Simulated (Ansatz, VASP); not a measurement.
Na in VASP and in Ansatz

```
Na
1.0
    -2.09856    2.09856    2.09856
     2.09856   -2.09856    2.09856
     2.09856    2.09856   -2.09856
Na
1
Direct
  0.00000 0.00000 0.00000
```

Alike in both runs: task single point; functional PBE; k mesh 11 × 11 × 11; no spin polarisation.

|  | VASP | Ansatz |
| --- | --- | --- |
| version | VASP 6.6.1 | Ansatz 0.2.0 |
| potentials or method | VASP PAW PBE potentials, release 64 (Na_pv) | plane waves (420 eV) with PAW, scalar-relativistic |
| plane-wave cutoff (eV) | 520 | 420 |
| occupations | methfessel-paxton of order 1, width 0.03 eV | cold, width 0.03 eV |
| valence electrons in the cell | 7 | 9 |

```csv
,VASP,Ansatz,Ansatz less VASP
pressure (GPa),0.0,0.0,+0.02
```

The two sets of potentials don't hold the same shells in valence.
